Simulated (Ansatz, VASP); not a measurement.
**Two plane-wave programs on AlNi**

```
Al Ni
1.0
     2.88100    0.00000    0.00000
     0.00000    2.88100    0.00000
     0.00000    0.00000    2.88100
Al Ni
1 1
Direct
  0.00000 0.00000 0.00000
  0.50000 0.50000 0.50000
```

Alike in both runs: task single point; functional PBE; k mesh 18 × 18 × 18; occupations gaussian, width 0.15 eV; no spin polarisation.

|  | VASP | Ansatz |
| --- | --- | --- |
| version | VASP 6.6.1 | Ansatz 0.2.0 |
| potentials or method | VASP PAW PBE potentials, release 64 (Al, Ni) | scalar-relativistic, plane waves, PAW |
| plane-wave cutoff (eV) | 520 | 420 |
| valence electrons in the cell | 13 | 21 |

VASP gave:

* gap on the k mesh at the Fermi level (eV): none
* pressure (GPa): 2.0

Problem. Estimate Ansatz's values.

Solution. gap on the k mesh at the Fermi level (eV): none; pressure (GPa): 2.1.

A gap of «none» marks a metal or a gap that the smearing closes. The two sets of potentials don't hold the same shells in valence.

Spin polarisation is off, so any magnetic state and its effect on volume and gap are missing.
